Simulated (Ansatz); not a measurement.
Task: a displacement scan with seeded SCF runs of ZnAu, space group Pm-3m, with Ansatz 0.2.0, Python API. Give the script and its output. Settings (first run): PBE, PAW, cutoff 510 eV, 6×6×6 k-points, Fermi-Dirac smearing of 0.05 eV.

The script reads `znau.xyz`:
```text
2
Lattice="3.147 0.0 0.0 0.0 3.147 0.0 0.0 0.0 3.147" Properties=species:S:1:pos:R:3 pbc="T T T"
Zn    1.57350000    1.57350000    1.57350000
Au    0.00000000    0.00000000    0.00000000
```

The script, `walk_znau.py`:
```python
'''Move one atom of ZnAu step by step, each SCF seeded by the last.'''

import warnings

import ansatz as az
import numpy as np


def main() -> None:
    warnings.simplefilter('ignore', az.DeckWarning)

    system = az.Crystal.from_extxyz('znau.xyz')

    start = np.array(system.resolved().sites[1].position)
    previous, rows = None, []
    for step in range(6):
        target = start + step * 0.015 * np.eye(3)[1]
        base = (
            system.move(1, to=target).calculation()
            .functional(az.Functional.PBE)
            .basis(510)
            .kpoints(6, center='gamma')
            .occupations(az.OccupationsMethod.FERMI_DIRAC, width=0.05)
            .forces()
        )
        session = base.session()
        if previous is not None:
            session.seed_next_step(previous)
        previous = session.plan(retain='wavefunctions').execute()
        r = previous.report
        shift = float(np.linalg.norm((target - start) @ np.array(r['lattice']['cell_ang'])))
        rows.append((step, shift, r['lagrangian_ev'], float(np.linalg.norm(r['forces_ev_ang'][1])), r['n_iterations'], r['n_symmetry_ops']))
    rows = [(row[0], row[1], 1000 * (row[2] - rows[0][2]), *row[3:]) for row in rows]
    print('          step         moved A          dE meV  force on it eV/A      iterations  symmetry operations')
    for row in rows:
        print(f'{str(row[0]):>14s}  {row[1]:14.4f}  {row[2]:14.3f}  {row[3]:16.4f}  {row[4]:14d}  {row[5]:19d}')


if __name__ == '__main__':
    main()
```

Output of `python walk_znau.py`:
```text
          step         moved A          dE meV  force on it eV/A      iterations  symmetry operations
             0          0.0000           0.000            0.0000               6                   48
             1          0.0472           4.121            0.1748               6                    8
             2          0.0944          16.477            0.3489               7                    8
             3          0.1416          37.048            0.5227               7                    8
             4          0.1888          65.810            0.6959               7                    8
             5          0.2360         102.736            0.8685               7                    8
```

What to keep in mind:
- The mesh is modest for a metal, so energies can be off by several to tens of meV an atom and pressures by half a GPa or more; differences at equal mesh fare better.
- Spin-orbit coupling, which matters for elements this heavy, is left out.
- The structure is a deposited one; some such entries were measured under pressure or heat, so a shift against it needn't be the functional's error alone.
- The first step keeps the crystal's symmetry; the moved atom lowers it.
- Hardware and time: 16 s on 1 thread of Arm Neoverse V2, on a shared host, peak memory 0.4 GiB.

(Lines on the test bed's own set-up are left out of the output.)
